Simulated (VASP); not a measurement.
# AgCl (Pm-3m) in VASP: further runs, part 2 of 2

VASP 6.6.1. The steps go on from the part before.

### Step 3. Single point, HSE06

Input file POSCAR:

```
AgCl
1.0
    3.3955880419      0.0000000000      0.0000000000
    0.0000000000      3.3955880419      0.0000000000
    0.0000000000      0.0000000000      3.3955880419
Ag Cl
1 1
Direct
    0.0000000000      0.0000000000      0.0000000000
    0.5000000000      0.5000000000      0.5000000000
```

Input file INCAR.step1:

```
SYSTEM = AgCl
ALGO     = Normal         ! electronic algorithm
EDIFF    = 1E-5           ! SCF threshold, eV
ENCUT    = 520            ! plane-wave cutoff, eV
GGA      = PE             ! functional
ISIF     = 2              ! what is computed and relaxed
ISMEAR   = 0              ! smearing method
LASPH    = .True.         ! aspherical terms in the spheres
LREAL    = .False.        ! projectors in reciprocal space
LWAVE    = .True.         ! write WAVECAR
NBANDS   = 16             ! bands
NELM     = 100            ! most SCF steps
PREC     = Accurate       ! precision mode
SIGMA    = 0.01           ! smearing width, eV
```

Input file INCAR.step2:

```
SYSTEM = AgCl
ALGO     = Normal         ! electronic algorithm
EDIFF    = 1E-6           ! SCF threshold, eV
ENCUT    = 520            ! plane-wave cutoff, eV
GGA      = PE             ! functional
HFSCREEN = 0.2079         ! screening, 1/A
ISIF     = 2              ! what is computed and relaxed
ISMEAR   = 0              ! smearing method
ISTART   = 1            
LASPH    = .True.         ! aspherical terms in the spheres
LCHARG   = .True.         ! write CHGCAR
LELF     = .True.         ! ELF
LHFCALC  = .True.         ! exact exchange
LREAL    = .False.        ! projectors in reciprocal space
LVHAR    = .True.       
LWAVE    = .False.        ! write WAVECAR
NBANDS   = 16             ! bands
NELM     = 100            ! most SCF steps
PREC     = Accurate       ! precision mode
PRECFOCK = Normal       
SIGMA    = 0.01           ! smearing width, eV
```

Input file KPOINTS:

```
k-points
0
Gamma
  4 4 4
  0 0 0
```

Potentials or basis: VASP PAW PBE potentials, release 64 (Ag, Cl).

The run is started by

```console
$ cat potpaw_PBE.64/Ag/POTCAR potpaw_PBE.64/Cl/POTCAR > POTCAR
$ cp INCAR.step1 INCAR
$ mpirun -np 1 vasp_std > vasp.out
$ cp INCAR.step2 INCAR
$ mpirun -np 1 vasp_std > vasp.out
```

OUTCAR:

```text
SYSTEM = AgCl
   EDIFF = 1E-6
   ENCUT = 520
   GGA = PE
   HFSCREEN = 0.2079
   ISIF = 2
   ISMEAR = 0
   ISTART = 1
   LASPH = .True.
   LHFCALC = .True.
   LREAL = .False.
   NELM = 100
   PREC = Accurate
   PRECFOCK = Normal

 ion  position               nearest neighbor table
   1  0.000  0.000  0.000-   2 2.94   2 2.94   2 2.94   2 2.94   2 2.94   2 2.94   2 2.94   2 2.94

   2  0.500  0.500  0.500-   1 2.94   1 2.94   1 2.94   1 2.94   1 2.94   1 2.94   1 2.94   1 2.94

  LATTYP: Found a simple cubic cell.
 ALAT       =     3.3955880419

  Lattice vectors:

 A1 = (   3.3955880419,   0.0000000000,   0.0000000000)
 A2 = (   0.0000000000,   3.3955880419,   0.0000000000)
 A3 = (   0.0000000000,   0.0000000000,   3.3955880419)

Analysis of symmetry for initial positions (statically):
=====================================================================
 Subroutine PRICEL returns:
 Original cell was already a primitive cell.

 Routine SETGRP: Setting up the symmetry group for a
 simple cubic supercell.

 Subroutine GETGRP returns: Found 48 space group operations
 (whereof 48 operations were pure point group operations)
 out of a pool of 48 trial point group operations.

The static configuration has the point symmetry O_h .

Analysis of symmetry for dynamics (positions and initial velocities):
=====================================================================
 Subroutine PRICEL returns:
 Original cell was already a primitive cell.

 Routine SETGRP: Setting up the symmetry group for a
 simple cubic supercell.

 Subroutine GETGRP returns: Found 48 space group operations
 (whereof 48 operations were pure point group operations)
 out of a pool of 48 trial point group operations.

The dynamic configuration has the point symmetry O_h .

 Subroutine INISYM returns: Found 48 space group operations
 (whereof 48 operations are pure point group operations),
 and found     1 'primitive' translations

[... 107 lines left out ...]
   ENCUT4O =  -1.0   cutoff for four orbital integrals eV
   NKREDX  =     1    reduce k-point grid by
   NKREDY  =     1    reduce k-point grid by
   NKREDZ  =     1    reduce k-point grid by
   AEXX    =    0.2500 exact exchange contribution
   HFSCREEN=    0.2079 screening length (either q_TF or 0.3 A-1)
   HFSCREENC=   0.2079 screening length for correlation (either q_TF or 0.3 A-1)
   ENCUTFOCK=  -1.0 apply spherical cutoff to Coloumb kernel
   IVDW    =     0    specifies the selected vdW correction
   LEPSILON=     F    determine dielectric tensor
   LRPA    =     F    only Hartree local field effects (RPA)
 non-spin polarized calculation
 Gauss-broadening in eV      SIGMA  =   0.01
  energy-cutoff  :      520.00
  volume of cell :       39.15
 maximum number of plane-waves:      1074
 NGX is ok and might be reduce to    28
  NGX = 20; NGY = 20; NGZ = 20

 number of electron      18.0000002 magnetization

 Free energy of the ion-electron system (eV)
  ---------------------------------------------------
  ext. energy  EPLUGINS =         0.00000000
  ---------------------------------------------------
  free energy    TOTEN  =        -6.32786878 eV

  energy without entropy =       -6.32786878  energy(sigma->0) =       -6.32786878

 E-fermi :   3.4111     XC(G=0):  -8.6760

 val. band max:        3.3604231304   @ k =   0.5000   0.0000   0.0000
 cond. band min:       5.3683732978   @ k =   0.0000   0.0000   0.0000
 fundamental gap:      2.0079501674
 Fermi energy:         3.4111353570

 k-point     1 :       0.0000    0.0000    0.0000
  band No.  band energies     occupation
      1     -12.6224      2.00000
      2      -0.0150      2.00000
      3      -0.0150      2.00000
      4       0.9693      2.00000
      5       0.9693      2.00000
      6       0.9693      2.00000
[... 167 lines left out ...]
      3      -1.6285      2.00000
      4      -1.6285      2.00000
      5       1.3876      2.00000
      6       1.3876      2.00000
[... 8 lines left out ...]
     15      23.0408      0.00000
     16      23.0408      0.00000

------------------------ aborting loop because EDIFF is reached ----------------------------------------

  FORCE on cell =-STRESS in cart. coord.  units (eV):
  Direction    XX          YY          ZZ          XY          YZ          ZX
  --------------------------------------------------------------------------------------
  -------------------------------------------------------------------------------------
  Total        0.3222721      0.3222721      0.3222721     -0.0000000     -0.0000000      0.0000000
  in kB       13.1882851     13.1882851     13.1882851     -0.0000000     -0.0000000      0.0000000
  external PRESSURE =      13.1882851 kB  Pullay stress =       0.0000000 kB

 VOLUME and BASIS-vectors are now :
 -----------------------------------------------------------------------------
  energy-cutoff  :      520.00
  volume of cell :       39.15
      direct lattice vectors                 reciprocal lattice vectors
     3.395588042  0.000000000  0.000000000     0.294499800  0.000000000  0.000000000
     0.000000000  3.395588042  0.000000000     0.000000000  0.294499800  0.000000000
     0.000000000  0.000000000  3.395588042     0.000000000  0.000000000  0.294499800

 POSITION                                       TOTAL-FORCE (eV/Angst)
 -----------------------------------------------------------------------------------
      0.00000      0.00000      0.00000         0.000000      0.000000      0.000000
      1.69779      1.69779      1.69779         0.000000      0.000000      0.000000
 -----------------------------------------------------------------------------------
    total drift:                               -0.000080      0.000090     -0.000071

  FREE ENERGIE OF THE ION-ELECTRON SYSTEM (eV)
  ---------------------------------------------------
  free  energy   TOTEN  =        -6.3278687762 eV

  energy  without entropy=       -6.3278687762  energy(sigma->0) =       -6.32786878
```

OSZICAR.step1:

```text
N       E                     dE             d eps       ncg     rms          rms(c)
DAV:   1     0.102112649546E+03    0.10211E+03   -0.86860E+03   320   0.101E+03
DAV:   2    -0.186603283221E+01   -0.10398E+03   -0.95050E+02   408   0.229E+02
DAV:   3    -0.537103718068E+01   -0.35050E+01   -0.34990E+01   384   0.437E+01
DAV:   4    -0.539218031233E+01   -0.21143E-01   -0.21142E-01   400   0.368E+00
DAV:   5    -0.539243830376E+01   -0.25799E-03   -0.25799E-03   408   0.390E-01    0.576E+00
DAV:   6    -0.510263613426E+01    0.28980E+00   -0.36381E-01   368   0.842E+00    0.386E+00
DAV:   7    -0.509164222229E+01    0.10994E-01   -0.13073E-01   352   0.239E+00    0.214E+00
DAV:   8    -0.508838256215E+01    0.32597E-02   -0.69496E-03   328   0.824E-01    0.377E-01
DAV:   9    -0.508813717587E+01    0.24539E-03   -0.57346E-04   384   0.346E-01    0.505E-02
DAV:  10    -0.508816232466E+01   -0.25149E-04   -0.10681E-04   344   0.105E-01    0.423E-02
DAV:  11    -0.508816995304E+01   -0.76284E-05   -0.65913E-06   224   0.227E-02
   1 F= -.50881700E+01 E0= -.50881700E+01  d E =-.411401E-45
```

Wall time 8 min (1 thread of Intel Xeon Platinum 8259CL at 2.50GHz (Skylake/Cascade Lake), shared host); peak memory 0.26 GiB.

What came out:

- Free energy: -6.3279 eV
- Pressure: 1.3 GPa
- Band gap on the k mesh: 2.01 eV, indirect (least direct gap 3.58 eV)

Caveat: the k mesh is coarse (spacing up to 0.46 Å⁻¹), so the values aren't converged, least of all with exact exchange; the PAW data sets were made with another functional, which shifts forces and pressure a little.
